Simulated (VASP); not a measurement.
A run of VASP 6.6.1 is set up as follows.

The input INCAR:

```
  PREC = Accurate
  ENCUT = 520
  EDIFF = 1E-6
  ISMEAR = -1
  SIGMA = 0.05
  LREAL = False
  LASPH = True
  NELM = 100
  ALGO = Fast
  ISIF = 2
  LWAVE = False
  LCHARG = True
  LDIPOL = True
  IDIPOL = 3
  DIPOL = 0.5 0.5 0.500
  GGA = PE
  LELF = True
  LVHAR = True
  LVACPOTAV = True
  NBANDS = 10
```

Contents of KPOINTS:

```
Automatic mesh
0
Gamma
  10 10 1
```

File POSCAR:

```
Na
1.0
    3.6348175426      0.0000000000      0.0000000000
   -1.2116058476      3.4269388437      0.0000000000
    0.0000000000      0.0000000000     20.0000000000
Na
1
Direct
    0.0000000000      0.0000000000      0.5000000000
```

Potentials or basis: VASP PAW PBE potentials, release 64 (Na_pv).

Launch:

```console
$ cat potpaw_PBE.64/Na_pv/POTCAR > POTCAR
$ mpirun -np 1 vasp_std > vasp.out
```

(1) Predict the work function of the lower face.

(2) Estimate the band gap on the k mesh.

(3) Estimate the work function of the upper face.

## Answers

(1) 2.88 eV.

(2) none (metal or under the smearing width).

(3) 2.88 eV.
